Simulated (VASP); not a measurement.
Set up this calculation in VASP 6.6.1, as the native input.

- Task: single point
- Functional: PBE
- Potentials or basis: VASP PAW PBE potentials, release 64 (Ca_sv)
- Cutoff: 520 eV
- k mesh: 12 × 12 × 4
- Occupations: gaussian, width 0.1 eV
- Spin: no spin polarisation
- Dipole correction: no
- Further INCAR settings: ALGO = Fast; EDIFF = 1e-06; NBANDS = 28

The structure of Ca lies in POSCAR:

```
Ca
1.0
    3.9022065300      0.0000000000      0.0000000000
   -1.9511032650      3.3794099858      0.0000000000
    0.0000000000      0.0000000000     12.8085574307
Ca
4
Direct
    0.0000000000      0.0000000000      0.0000000000
    0.3333333333      0.6666666667      0.2500000000
    0.0000000000      0.0000000000      0.5000000000
    0.6666666667      0.3333333333      0.7500000000
```

This isn't the form of Ca at room conditions, which is fcc.

These files were run (other wordings do the same):

INCAR

```
  PREC = Accurate
  ENCUT = 520
  EDIFF = 1E-6
  ISMEAR = 0
  SIGMA = 0.1
  LREAL = False
  LASPH = True
  NELM = 100
  ALGO = Fast
  ISIF = 2
  LWAVE = False
  LCHARG = True
  GGA = PE
  LELF = True
  LVHAR = True
  NBANDS = 28
```

KPOINTS

```
regular mesh
0
Gamma
  12 12 4
```

Potentials or basis: VASP PAW PBE potentials, release 64 (Ca_sv).

The run is started by

```console
$ cat potpaw_PBE.64/Ca_sv/POTCAR > POTCAR
$ mpirun -np 1 vasp_std > vasp.out
```

Results of the run:

```json
{
  "Pressure": "0.0 GPa",
  "Band gap on the k mesh": "none (metal or under the smearing width)"
}
```

Run time: 6.1 min on 1 thread of Intel(R) Xeon(R) Platinum 8259CL CPU @ 2.50GHz (Skylake/Cascade Lake), on a shared host, peak memory 0.4 GiB.
